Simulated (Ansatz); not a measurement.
# BaTiO3: band structure with PBE+U

BaTiO3:

```
Ba Ti O
1.0
     3.99980    0.00000    0.00000
     0.00000    3.99980    0.00000
     0.00000    0.00000    4.01800
Ba Ti O
1 1 3
Direct
  0.00000 0.00000 0.00000
  0.50000 0.50000 0.49000
  0.00000 0.50000 0.51700
  0.50000 0.00000 0.51700
  0.50000 0.50000 0.01900
```

```json
{"Program": "Ansatz 0.2.0", "Task": "band structure", "Functional": "PBE", "Potentials or basis": "Ansatz PAW", "Cutoff": "420 eV (not typed: the program's choice for these potentials)", "k mesh": "7 × 7 × 7", "Occupations": "fermi-dirac, width 0.05 eV", "Spin": "no spin polarisation", "Hubbard terms": "Ti d U = 5 eV", "Path": "[[\"G\", \"X\", \"M\", \"G\", \"Z\", \"R\", \"A\", \"Z\"], [\"X\", \"R\"], [\"M\", \"A\"]]", "Points for each segment of the path": "14", "Hubbard projectors": "ortho-atomic (the default)", "Double counting": "fll (the default)"}
```

```json
{"Pressure": "4.1 GPa", "Largest force": "0.169 eV/Å", "Band gap on the k mesh": "2.54 eV, indirect (least direct gap 2.73 eV)", "Band gap along the path": "2.44 eV, indirect (least direct gap 2.73 eV)"}
```

Forces on the atoms (eV/Å):
```
Ba   0.000  0.000  0.025
Ti   0.000  0.000  0.169
O    0.000  0.000 -0.123
O    0.000  0.000 -0.123
O    0.000  0.000  0.052
```

Stress tensor (GPa, compression positive):
```
3.77 0.00 0.00
0.00 3.77 0.00
0.00 0.00 4.70
```

Levels at the corners of the path, in eV from the valence-band top:
```csv
point,band 17,band 18,band 19,band 20,band 21,band 22,band 23,band 24
Γ,-1.18,-0.33,-0.28,-0.28,2.44,2.57,2.57,3.70
X,-1.65,-1.61,-0.96,-0.90,2.67,3.78,3.85,3.85
M,-1.94,-0.96,-0.96,-0.05,3.86,3.86,4.16,4.46
Γ,-1.18,-0.33,-0.28,-0.28,2.44,2.57,2.57,3.70
Z,-1.77,-1.77,-0.76,-0.76,2.55,3.73,3.88,3.88
R,-1.90,-0.90,-0.88,-0.13,3.87,3.89,4.12,4.57
A,-2.19,-0.09,-0.09,0.00,4.36,4.36,4.39,6.49
Z,-1.77,-1.77,-0.76,-0.76,2.55,3.73,3.88,3.88
X,-1.65,-1.61,-0.96,-0.90,2.67,3.78,3.85,3.85
R,-1.90,-0.90,-0.88,-0.13,3.87,3.89,4.12,4.57
M,-1.94,-0.96,-0.96,-0.05,3.86,3.86,4.16,4.46
A,-2.19,-0.09,-0.09,0.00,4.36,4.36,4.39,6.49
```

Eigenvalues of the final occupation matrices:
```tsv
site	spin	trace	eigenvalues
site 1	1	1.07	0.16 0.17 0.17 0.29 0.29
```

Wall time 27 s on 2 threads of Arm Neoverse N1, with other jobs on the host, peak memory 0.54 GiB.

Caveat: the k mesh misses the band edges, so the gap on the mesh is wider than the one along the path; the pressure holds a Pulay correction of +0.5 GPa for the finite cutoff; spin-orbit coupling is left out, which moves the levels of the heavy elements.
